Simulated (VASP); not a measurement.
Here is a VASP 6.6.1 calculation.

The input INCAR:

```
PREC = Accurate ; ENCUT = 600
EDIFF = 1E-6 ; ISMEAR = 0
SIGMA = 0.1 ; LREAL = F
LASPH = T ; NELM = 60
ALGO = Normal ; ISIF = 3
LWAVE = F ; LCHARG = F
GGA = PE ; IBRION = 2
NSW = 90 ; EDIFFG = -0.04
```

File KPOINTS:

```
regular mesh
0
Gamma
  4 4 4
```

The input POSCAR:

```
Nb
1.0
    3.8640234500      0.0000000000      0.0000000000
    0.0000000000      3.8640234500      0.0000000000
    0.0000000000      0.0000000000      3.8640234500
Nb
3
Direct
    0.5000000000      0.0000000000      0.0000000000
    0.0000000000      0.5000000000      0.0000000000
    0.0000000000      0.0000000000      0.5000000000
```

Potentials or basis: VASP PAW PBE potentials, release 64 (Nb_sv).

Command:

```console
$ cat potpaw_PBE.64/Nb_sv/POTCAR > POTCAR
$ mpirun -np 1 vasp_std > vasp.out
```

(1) Estimate the band gap on the k mesh.

(2) Predict the relaxed cell.

Results:

(1) none (metal or under the smearing width).

(2) a = 3.983 Å, b = 3.983 Å, c = 3.983 Å, α = 90.00°, β = 90.00°, γ = 90.00°.

Caveat: the k mesh is coarse (spacing up to 0.41 Å⁻¹), so the values aren't converged.
